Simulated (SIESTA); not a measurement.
Runs of SIESTA 5.4.2 on BAs. The structure is cubic, space group F-43m (No. 216). Conventional cell: a = 4.777 Å, b = 4.777 Å, c = 4.777 Å, α = 90.00°, β = 90.00°, γ = 90.00°. As (site symmetry -43m) has 4 B at 2.07 Å as nearest neighbours. Around B (site symmetry -43m) lie 4 As at 2.07 Å. 

| task | potentials or basis | spin | gap on the mesh (eV) | pressure (GPa) |
| --- | --- | --- | --- | --- |
| band structure | PseudoDojo 0.4 standard (PBE files), DZP (energy shift 0.003 Ry; two zetas on semicore shells) | off | 1.34 | 4.7 |
| band structure | PseudoDojo 0.4 stringent (PBE files), DZP (energy shift 0.003 Ry; two zetas on semicore shells) | off | 1.51 | 2.2 |
| band structure | PseudoDojo 0.5 standard (PBE files), DZP (energy shift 0.003 Ry; two zetas on semicore shells) | off | 1.34 | 4.7 |
| band structure | Ansatz (PBE files), DZP (energy shift 0.003 Ry; two zetas on semicore shells) | off | 1.34 | (a) |
| band structure | SG15 1.2 (PBE files) or PseudoDojo by element, DZP (energy shift 0.003 Ry; two zetas on semicore shells) | off | (b) | 5.2 |
| band structure | PseudoDojo 0.4 standard (PBE files, fully relativistic), DZP (energy shift 0.003 Ry; two zetas on semicore shells) | non-collinear, zero start, SOC | 1.28 | 4.8 |
| band structure | SPMS 1.0 (PBE files) or PseudoDojo by element, DZP (energy shift 0.003 Ry; two zetas on semicore shells) | off | 1.39 | 4.2 |

Alike in all rows: level PBE; cell as given; k mesh 10 × 10 × 10; smearing fermi-dirac 0.05 eV; grid cutoff 500 Ry; energy shift 0.003 Ry.

Task: Fill in the values left out.

Result: (a) 4.5; (b) 1.22.

Caveats: the basis of atomic orbitals isn't converged, which shifts pressures, moduli and gaps; short orbitals over semicore shells can move pressures by several GPa (some runs); the valence orbitals were made in a potential fitted to the semicore shell under them, which widens gaps by tenths of an eV or more (some runs).

A k mesh can miss the band edges, and rows without SOC leave out spin-orbit coupling on As.

The runs don't all hold the same shells in valence.
